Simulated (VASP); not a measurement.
**Ga: single point with PBE**

The system is Ga.

```
Ga
1.0
    -1.38440    1.38440    2.31122
     1.38440   -1.38440    2.31122
     1.38440    1.38440   -2.31122
Ga
1
Direct
  0.00000 0.00000 0.00000
```

This isn't the form of Ga at room conditions, which is orthorhombic.

| Property | Result |
| --- | --- |
| Program | VASP 6.6.1 |
| Task | single point |
| Functional | PBE |
| Potentials or basis | VASP PAW PBE potentials, release 64 (Ga_d) |
| Cutoff | 520 eV |
| k mesh | 9 × 9 × 9 |
| Occupations | fermi-dirac, width 0.02 eV |
| Spin | no spin polarisation |

```json
{"Pressure": "3.8 GPa", "Band gap on the k mesh": "none (metal or under the smearing width)"}
```

Stress tensor (GPa, compression positive):
```
4.53 0.00 0.00
0.00 4.53 0.00
0.00 0.00 2.31
```

Levels at points of the mesh, in eV from the Fermi level:
```
           k point  band 4  band 5  band 6  band 7  band 8  band 9
(0.00, 0.00, 0.00)  -15.01  -14.85  -11.64   12.59   12.90   12.90
```

It took 6.3 s on 1 thread of Intel(R) Xeon(R) 6975P-C (Granite Rapids), with other jobs on the host, peak memory 0.14 GiB.
